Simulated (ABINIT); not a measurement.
# AlAs (F-43m): G0W0 with ABINIT, start to end

Wanted: ground state, empty states, screening and self-energy for AlAs (F-43m).

Method: PBE and many-body steps on it, plane waves, in ABINIT 10.8.3.

**The experiments to reproduce.**

- Gap 3.018 eV: lowest direct gap at Gamma; earlier measurement quoted from literature, technique not stated; 300 K; bulk crystal (pure AlAs, literature value used as model input) (quoted in “Simultaneous Measurement of Mid-Infrared Refractive Indices in Thin-Film Heterostructures: Methodology and Results for GaAs/AlGaAs”, 2023, arxiv:2301.08293).

Report form: the programs' logs are mostly left out.

## 1. The starting structure

Symmetry: F-43m, No. 216, cubic system. Conventional cell: a = 5.661 Å, b = 5.661 Å, c = 5.661 Å, α = 90.00°, β = 90.00°, γ = 90.00°. Nearest to Al lie 4 As at 2.45 Å. Nearest to As lie 4 Al at 2.45 Å. Farther neighbours are not listed.

The cell and positions come from the Crystallography Open Database and are kept as given unless a step says otherwise.

## 2. Ground state

This step: ABINIT 10.8.3; DFT, PBE, plane waves, norm-conserving pseudopotentials.

The ground-state density comes first.

run.abi

```
acell 3*1.0 Angstrom
rprim 
  0.000000000000 2.830400000000 2.830400000000
  2.830400000000 0.000000000000 2.830400000000
  2.830400000000 2.830400000000 -0.000000000000
ntypat 2
znucl 13 33
natom 2
typat 1 2
xred 
  0.000000000000 0.000000000000 0.000000000000
  0.250000000000 0.250000000000 0.250000000000
pp_dirpath "pseudos"
pseudos "Al.upf, As.upf"
ecut 44
ngkpt 6 6 6
nshiftk 1
shiftk 0 0 0
kptopt 1
chksymbreak 0
nband 18
occopt 1
tolvrs 1e-10
nstep 60
prtwf 0
optforces 0
optstress 0
indata_prefix "in"
outdata_prefix "out"
tmpdata_prefix "tmp"
```

Started as:

```console
> OMP_NUM_THREADS=1 mpirun -n 4 abinit run.abi > log
```

It took 14 s on 4 MPI ranks of Arm Neoverse V1, shared host; peak memory 0.38 GiB.

This step gave:

* total energy: -8370.2986 eV
* gap: 1.436 eV
* k of the valence top: 0, 0, 0
* k of the conduction bottom: 0.5, 0.5, 0
* least direct gap: 2.044 eV

The gap is indirect, with the least direct gap 0.61 eV higher.

## 3. Bands along the symmetry lines

Levels along a band path, at the cheap level, show where the edges lie and whether the meshes to come will hold them.

run.abi

```
acell 3*1.0 Angstrom
rprim 
  0.000000000000 2.830400000000 2.830400000000
  2.830400000000 0.000000000000 2.830400000000
  2.830400000000 2.830400000000 -0.000000000000
ntypat 2
znucl 13 33
natom 2
typat 1 2
xred 
  0.000000000000 0.000000000000 0.000000000000
  0.250000000000 0.250000000000 0.250000000000
pp_dirpath "pseudos"
pseudos "Al.upf, As.upf"
ecut 44
iscf -2
irdden 1
kptopt 0
nkpt 50
kpt 
  0.00000000 0.00000000 0.00000000
  -0.06250000 -0.06250000 0.00000000
  -0.12500000 -0.12500000 0.00000000
  -0.18750000 -0.18750000 0.00000000
  -0.25000000 -0.25000000 0.00000000
  -0.31250000 -0.31250000 0.00000000
  -0.37500000 -0.37500000 0.00000000
  -0.43750000 -0.43750000 0.00000000
  -0.50000000 -0.50000000 0.00000000
  -0.48437500 -0.48437500 0.03125000
  -0.46875000 -0.46875000 0.06250000
  -0.45312500 -0.45312500 0.09375000
  -0.43750000 -0.43750000 0.12500000
  -0.42187500 -0.42187500 0.15625000
  -0.40625000 -0.40625000 0.18750000
  -0.39062500 -0.39062500 0.21875000
  -0.37500000 -0.37500000 0.25000000
  -0.37500000 0.00000000 0.37500000
  -0.32812500 0.00000000 0.32812500
  -0.28125000 0.00000000 0.28125000
  -0.23437500 0.00000000 0.23437500
  -0.18750000 0.00000000 0.18750000
  -0.14062500 0.00000000 0.14062500
  -0.09375000 0.00000000 0.09375000
  -0.04687500 0.00000000 0.04687500
  0.00000000 0.00000000 0.00000000
  0.00000000 0.00000000 0.06250000
  0.00000000 0.00000000 0.12500000
  0.00000000 0.00000000 0.18750000
  0.00000000 0.00000000 0.25000000
  0.00000000 0.00000000 0.31250000
  0.00000000 0.00000000 0.37500000
  0.00000000 0.00000000 0.43750000
  -0.00000000 -0.00000000 0.50000000
  -0.06250000 -0.03125000 0.46875000
  -0.12500000 -0.06250000 0.43750000
  -0.18750000 -0.09375000 0.40625000
  -0.25000000 -0.12500000 0.37500000
  -0.31250000 -0.15625000 0.34375000
  -0.37500000 -0.18750000 0.31250000
  -0.43750000 -0.21875000 0.28125000
  -0.50000000 -0.25000000 0.25000000
  -0.50000000 -0.28125000 0.21875000
  -0.50000000 -0.31250000 0.18750000
  -0.50000000 -0.34375000 0.15625000
  -0.50000000 -0.37500000 0.12500000
  -0.50000000 -0.40625000 0.09375000
  -0.50000000 -0.43750000 0.06250000
  -0.50000000 -0.46875000 0.03125000
  -0.50000000 -0.50000000 0.00000000
istwfk *1
nband 20
nbdbuf 2
tolwfr 1e-08
nstep 40
prtwf 0
prtvol 0
indata_prefix "in"
outdata_prefix "out"
tmpdata_prefix "tmp"
```

The job ended after 21 s (4 MPI ranks; peak memory 0.33 GiB; 85 s of CPU time).

Numbers from this step:

| Item | Value |
| --- | --- |
| gap | 1.436 eV |
| k of the valence top | 0, 0, 0 |
| k of the conduction bottom | -0.5, -0.5, 0 |
| least direct gap | 2.044 eV |

The gap is 1.436 eV, as in the run before at this level.

The electronic bands at the labelled points (eV, zero at the top of the highest filled band):

```tsv
point	band 10	band 11	band 12	band 13	band 14	band 15	band 16	band 17
Γ	-11.87	0.00	0.00	0.00	2.04	4.29	4.29	4.29
halfway	-11.10	-3.21	-1.34	-1.34	2.59	3.78	6.84	6.84
X	-9.91	-5.43	-2.17	-2.17	1.44	2.30	10.32	10.32
halfway	-9.90	-5.35	-2.71	-2.08	1.80	3.03	9.53	9.58
U	-9.94	-5.17	-3.41	-1.80	2.24	4.98	8.18	8.33
jump to K	-9.94	-5.17	-3.41	-1.80	2.24	4.98	8.18	8.33
halfway	-11.03	-3.68	-2.00	-0.46	3.71	4.97	5.18	5.93
Γ	-11.87	0.00	0.00	0.00	2.04	4.29	4.29	4.29
halfway	-11.30	-3.39	-0.48	-0.48	2.61	4.92	4.92	6.45
L	-10.46	-5.57	-0.83	-0.83	2.14	4.69	4.69	7.76
halfway	-10.20	-5.26	-2.69	-1.54	3.67	4.25	6.69	7.66
W	-9.88	-5.08	-3.18	-2.82	4.33	5.65	5.71	6.07
halfway	-9.89	-5.28	-2.69	-2.54	2.50	3.41	8.13	8.86
X	-9.91	-5.43	-2.17	-2.17	1.44	2.30	10.32	10.32
```

## 4. Empty states on the mesh, 4×4×4 mesh, 123 bands

The sums over transitions need many empty states on a uniform mesh; this step solves for them.

run.abi

```
acell 3*1.0 Angstrom
rprim 
  0.000000000000 2.830400000000 2.830400000000
  2.830400000000 0.000000000000 2.830400000000
  2.830400000000 2.830400000000 -0.000000000000
ntypat 2
znucl 13 33
natom 2
typat 1 2
xred 
  0.000000000000 0.000000000000 0.000000000000
  0.250000000000 0.250000000000 0.250000000000
pp_dirpath "pseudos"
pseudos "Al.upf, As.upf"
ecut 44
ngkpt 4 4 4
nshiftk 1
shiftk 0 0 0
kptopt 1
chksymbreak 0
irdden 1
istwfk *1
nband 123
prtvol 0
optdriver 6
gwr_task "HDIAGO"
paral_kgb 0
occopt 1
indata_prefix "in"
outdata_prefix "out"
tmpdata_prefix "tmp"
```

Elapsed: 1.9 min, on 4 MPI ranks; peak memory 4.2 GiB; 7.6 min of CPU time.

This step gave:

- gap: 1.436 eV
- k of the valence top: 0, 0, 0
- k of the conduction bottom: 0.5, 0.5, 0
- least direct gap: 2.044 eV
- k points computed: 8
- lowest point of the top converged band, above the valence top: 87.2392 eV

On this mesh the gap is 1.436 eV.

## 5. Screening, 4×4×4 mesh, 115 bands, screening to 163.3 eV

The RPA dielectric matrix is built and inverted for each q.

This step: RPA screening on PBE, plane waves, norm-conserving pseudopotentials.

run.abi: that of step 4 with these lines changed.

```diff
@@ -20,10 +20,11 @@
 chksymbreak 0
-irdden 1
 istwfk *1
-nband 123
-prtvol 0
-optdriver 6
-gwr_task "HDIAGO"
-paral_kgb 0
 occopt 1
+irdwfk 1
+optdriver 3
+nband 115
+ecuteps 6
+inclvkb 2
+awtr 1
+symchi 1
 indata_prefix "in"
```

Wall time 35 s (4 MPI ranks); peak memory 1.1 GiB.

This step gave:

- ε∞ with local fields, on this mesh, along the program's q direction: 14.22
- the same without local fields: 15.96
- plasma frequency: 28.12 eV
- plane waves in the screening matrix: 181

Local fields lower ε∞ by 11 %. On a Γ-centred mesh this coarse the value itself is usually too large, while a short band sum pulls it down.

## 6. Self-energy, 4×4×4 mesh, 115 bands, screening to 163.3 eV

The self-energy is evaluated for the states that the input lists, and the levels follow from it, in one-shot runs by the linearised quasiparticle equation.

This step: G0W0 on PBE, plane waves, norm-conserving pseudopotentials.

run.abi: that of step 5 with these lines changed.

```diff
@@ -23,8 +23,17 @@
 irdwfk 1
-optdriver 3
+optdriver 4
 nband 115
+gwcalctyp 0
+ecutsigx 44
+symsigma 1
+nkptgw 2
+kptgw 
+  0.0000000000 0.0000000000 0.0000000000
+  0.5000000000 0.5000000000 0.0000000000
+bdgw 
+  11 17
+  12 15
 ecuteps 6
-inclvkb 2
-awtr 1
-symchi 1
+irdscr 1
+ppmodel 1
 indata_prefix "in"
```

Run time: 9.2 s. Hardware: 4 MPI ranks; peak memory 0.94 GiB.

This step gave:

- G0W0 gap on the points computed: 1.909 eV
- starting gap on the mesh: 1.436 eV
- k of the valence top: 0, 0, 0
- k of the conduction bottom: 0.5, 0.5, 0
- Z at the valence top: 0.786
- Z at the conduction bottom: 0.803
- least direct G0W0 gap on the computed points: 2.781 eV

The gap on the mesh goes from 1.44 eV to 1.91 eV, a correction of +0.47 eV.

Limits: finite bands, cutoff and mesh; no spin-orbit coupling; coarse k mesh. v1 is the top filled band, c1 the lowest empty one. Levels before and after the correction, in eV, zero at the valence-band top of each column:

```tsv
	conduction bottom	valence top
Kohn-Sham	1.44	0.00
G0W0	1.91	0.00
```

```tsv
	level	energy (eV)
Kohn-Sham	Γ v3-v1	0.000
Kohn-Sham	Γ c1	2.044
Kohn-Sham	Γ c2-c4	4.293
Kohn-Sham	(0.5 0.5 0) v2-v1	-2.173
Kohn-Sham	(0.5 0.5 0) c1	1.436
Kohn-Sham	(0.5 0.5 0) c2	2.301
G0W0	Γ v3-v1	0.000
G0W0	Γ c1	2.781
G0W0	Γ c2-c4	4.934
G0W0	(0.5 0.5 0) v2-v1	-2.379
G0W0	(0.5 0.5 0) c1	1.909
G0W0	(0.5 0.5 0) c2	2.905
```

## 7. Where the time went

Times are wall times on 4 MPI ranks of Arm Neoverse V1, shared host, good to a factor of about two.

```tsv
step	time	share	memory (GiB)
ground state	14 s	7 %	0.38
bands along the symmetry lines	21 s	11 %	0.33
empty states on the mesh	1.9 min	59 %	4.2
screening	35 s	18 %	1.1
self-energy	9.2 s	5 %	0.94
```

## 8. Outcome

```
PBE gap              : 1.44 eV, indirect
G0W0 gap on the mesh : 1.91 eV
GW settings          : 4×4×4 mesh, 115 bands, screening to 163.3 eV, Godby-Needs plasmon pole
known limits         : not at the basis limit; no spin-orbit coupling; coarse k mesh
```

What this shows: G0W0 moves the gap on the mesh from 1.44 eV to 1.91 eV (+0.47 eV), with Z of 0.79 and 0.80 at the edges. Local fields lower the RPA ε∞ on this mesh from 15.96 to 14.22; a Γ-centred mesh this coarse tends to raise both, most where the direct gap is narrow, while a short band sum lowers them. Only 2 of the mesh's irreducible points were corrected, so a valley elsewhere could overtake. The dearest step here is «empty states on the mesh». Against experiment, by G0W0@PBE: the direct gap of 2.78 eV lies −0.24 eV from the measured 3.018 eV (direct, 300 K, quoted 2023). An exciton line or allowed optical edge lies below the quasiparticle gap by the binding energy; a forbidden edge can push the onset above it. The calculation has static nuclei and no excitons; a measured gap holds zero-point and thermal motion, which mostly lowers it. Bands and cutoff are finite, so the gap is not at the basis limit. The miss can reach some tenths of an eV and take either sign; the mesh is an error of its own. In the G0W0 run levels were corrected at 2 k points alone, so a gap called «on the mesh» is the least over those, and an edge elsewhere would be missed. The 4×4×4 mesh is coarse for this cell, which bears on the long-range parts of exchange and screening. The many-body steps are scalar-relativistic: spin-orbit coupling is not in them.

[Paths, hosts, dates, memory and timing lines, banners, echoed tables and standing remarks are left out of the program output.]

[Logs are printed without paths, hosts, clocks, repeated set-up lines and the standing remarks that a program may print on its own settings, such as how far it seeks lower states.]

[Runs of the session that timed out or met a known fault of the program may be left out.]

[Hosts, paths, dates, database ids (printed as entryN), source tags and the programs' standing remarks are cut or masked in the printed files.]

[G0W0 gaps are taken among the corrected bands and points alone; a level outside them can change the order at an edge.]

[Where Ansatz stands beside ABINIT at settings called matched, ABINIT's density can come from a denser mesh and the files from another edition; pairs whose starting gaps differed by over 0.03 eV were left out, so agreement reads better than it is.]
